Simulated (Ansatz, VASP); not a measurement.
## RbBr in VASP and in Ansatz

```
Rb Br
1.0
     0.00000    3.50834    3.50834
     3.50834    0.00000    3.50834
     3.50834    3.50834    0.00000
Rb Br
1 1
Direct
  0.50000 0.50000 0.50000
  0.00000 0.00000 0.00000
```

Alike in both runs: task single point; functional r2SCAN; k mesh 8 × 8 × 8; occupations gaussian, width 0.05 eV; no spin polarisation.

|  | VASP | Ansatz |
| --- | --- | --- |
| version | VASP 6.6.1 | Ansatz 0.2.0 |
| potentials or method | VASP PAW PBE potentials, release 64 (Rb_sv, Br) | scalar-relativistic, plane waves, PAW |
| plane-wave cutoff (eV) | 520 | 500 |
| valence electrons in the cell | 16 | 16 |

|  | VASP | Ansatz | Ansatz less VASP |
| --- | --- | --- | --- |
| gap on the k mesh at the Fermi level (eV) | 4.79 | 4.79 | 0.000 |
| least direct gap on the mesh (eV) | 4.79 | 4.79 | 0.000 |
| pressure (GPa) | -0.5 | -0.5 | -0.01 |

Caveats: the PAW data sets were made with another functional, which shifts forces and pressure a little (VASP). A k mesh can miss the band edges.
